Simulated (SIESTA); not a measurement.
This SIESTA 5.4.2 run on Ta needs a look.

Ta.fdf

```
SystemName                      Ta
SystemLabel                     Ta
NumberOfSpecies                 1
NumberOfAtoms                   1
%block ChemicalSpeciesLabel
  1  73 Ta
%endblock ChemicalSpeciesLabel

LatticeConstant                 1.0 Ang
%block LatticeVectors
    -1.7138403400     1.6638007000     1.6059510000
     1.6932035700    -1.6823021200     1.6038156500
     1.6862236500     1.6546854300    -1.6244524300
%endblock LatticeVectors
AtomicCoordinatesFormat         Fractional
%block AtomicCoordinatesAndAtomicSpecies
     0.0000000000     0.0000000000     0.0000000000  1  Ta
%endblock AtomicCoordinatesAndAtomicSpecies

%block kgrid.MonkhorstPack
   11   0   0  0.0
    0  11   0  0.0
    0   0  11  0.0
%endblock kgrid.MonkhorstPack
XC.Functional                   LDA
XC.Authors                      PBE
PAO.BasisSize                   DZP
PAO.EnergyShift                 0.003 Ry
Mesh.Cutoff                     800 Ry
OccupationFunction              FD
ElectronicTemperature           0.05 eV
MaxSCFIterations                100
SCF.MustConverge                false
SCF.Mixer.Method                Pulay
SCF.Mixer.Weight                0.25
SCF.Mixer.History               8
SCF.DM.Tolerance                5.0e-05
SCF.H.Tolerance                 1.0e-03 eV
WriteForces                     true
Charge.Mulliken                 end
%block PAO.Basis
  Ta 5
  n=5 0 2
    3.138 0.000
  n=6 0 2
    7.733 0.000
  n=5 1 2
    3.782 0.000
  n=6 1 1
    7.733
  n=5 2 2
    7.181 0.000
%endblock PAO.Basis
```

Potentials or basis: PseudoDojo 0.4 standard (PBE files), DZP (energy shift 0.003 Ry; two zetas on semicore shells).

The run is started by

```bash
$ siesta < Ta.fdf > Ta.out 2>&1
```

Ta.out:

```text
Version         : 5.4.2

                           ***********************
                           *  WELCOME TO SIESTA  *
                           ***********************

 NOTE: Siesta V5 introduces some new defaults for basis-set generation
 NOTE: which might lead to slightly different numerical results.
 NOTE: Please see the manual for full details and compatibility measures.

[... 152 lines left out ...]
read_vps: ONCVPSP (concvpsp
Valence charge in pseudo generation:   13.00000

read_vps: Pseudopotential includes a core correction:
read_vps: Pseudo-core for xc-correction

xc_check: Exchange-correlation functional:
xc_check: LDA PBE
xc_check: WARNING: Pseudopotential generated with GGA PBE functional
LDAXC: Unknown author PBE
Stopping Program from Node:    0
LDAXC: Unknown author PBE
Stopping Program from Node:    0
```

Question: How did it end, and where is the flaw?

Answer: The input was rejected before any iteration. The input holds a flaw that was put in on purpose: functional and authors of different families (XC.Mix = left out; XC.Functional = LDA; XC.Authors = PBE).
